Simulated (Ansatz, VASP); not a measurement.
# GaN: 3 runs at one level of theory

```
CELL_PARAMETERS angstrom
0.00000 2.25350 2.25350
2.25350 0.00000 2.25350
2.25350 2.25350 0.00000
ATOMIC_POSITIONS crystal
Ga 0.00000 0.00000 0.00000
N 0.25000 0.25000 0.25000
```

The cell is a database's computed one, not the measured one.

Alike in all runs: task single point; functional PBE; k mesh 10 × 10 × 10; occupations gaussian, width 0.023 eV; no spin polarisation; no spin-orbit coupling. Pressure is positive in compression and, in plane waves, holds the error of the finite cutoff, which Ansatz's Pulay term estimates and takes out.

```json
{"program and potentials": "Ansatz, Ansatz PAW", "plane-wave cutoff (eV)": "420", "notes": "Pulay term of +0.51 GPa included", "band gap (eV)": "1.72", "pressure (GPa)": "5.03"}
{"program and potentials": "VASP, PBE PAW files Ga_d, N, 520 eV", "plane-wave cutoff (eV)": "520", "notes": "-", "band gap (eV)": "1.72", "pressure (GPa)": "4.96"}
{"program and potentials": "Ansatz, all-electron LAPW, scalar-relativistic", "plane-wave cutoff (eV)": "-", "notes": "-", "band gap (eV)": "1.73", "pressure (GPa)": "4.93"}
```

The band gap spans 1.72 (Ansatz, Ansatz PAW) to 1.73 eV (Ansatz, all-electron LAPW, scalar-relativistic), with all-electron results at 1.73. The pressure spans 4.93 (Ansatz, all-electron LAPW, scalar-relativistic) to 5.03 GPa (Ansatz, Ansatz PAW), with all-electron results at 4.93.

The functional is the same throughout but for its coding, so the spread measures potentials, basis and numerics; runs on potential files found faulty are left out.
